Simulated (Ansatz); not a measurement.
Base system: GeO2 in the rutile structure (space group P4_2/mnm, No. 136; a = 4.488 Å, c = 2.905 Å).

Method: Ansatz (a quantum-chemistry and plane-wave program) PBE, no spin-orbit coupling, earlier PAW set.

Before the change:

The gap between the host's bands comes out as 1.22 eV.

Modification: hole doping at 5.0×10^21 cm⁻³ (0.293 per cell), with a uniform compensating background at fixed cell and a 300 K Fermi–Dirac width.

Question: How does this affect the Fermi level from band edge?

Answer: The Fermi level relative to the doped band's edge (positive inside the band; to 0.05 eV) amounts to +0.50 eV.

Question: What happens to the gap between the host's bands?

Answer: The gap between the host's bands increases by 0.13 eV to 1.35 eV.

Charged cell with a jellium background: band edges are those of the host's band count, energies are not comparable with the neutral cell, and many-body gap narrowing is missing. Stability against distortions was not tested.
